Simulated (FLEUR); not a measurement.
MnO:

```
Mn O
1.0
     0.00000    2.22391    2.22391
     2.22391    0.00000    2.22391
     2.22391    2.22391    0.00000
Mn O
1 1
Direct
  0.00000 0.00000 0.00000
  0.50000 0.50000 0.50000
```

The cell is a database's computed one.

Base run:

| Item | Value |
| --- | --- |
| Program | FLEUR MaX-R8.1 (later development tree) |
| Functional | PBEsol |
| Potentials or basis | all-electron |
| Basis | FLAPW |
| Kmax | 4.5 1/bohr |
| k mesh | 8 × 8 × 8 |
| Occupations | fermi-dirac, width 0.05 eV |
| Spin | collinear spin, ferromagnetic start |
| Starting moments | [4.0, 0.0] μB |
| Hubbard terms | Mn d U = 5 eV |

Its results: band gap on the k mesh 0.21 eV, indirect (least direct gap 2.59 eV); net moment 5.00 μB per cell; site moments Mn +4.55; O +0.16 μB.

**Question.** The run is repeated on the same cell with these changes: hubbard terms from Mn d U = 5 eV to Mn d U = 2 eV. What comes out?

**Answer.** Band gap on the k mesh none (metal or under the smearing width); net moment 4.99 μB per cell; site moments Mn +4.47; O +0.21 μB.

Caveats: a cell with one magnetic atom can't hold antiferromagnetic order, which such compounds often take.

A k mesh can miss the band edges.

Not every run made on this cell is shown here.
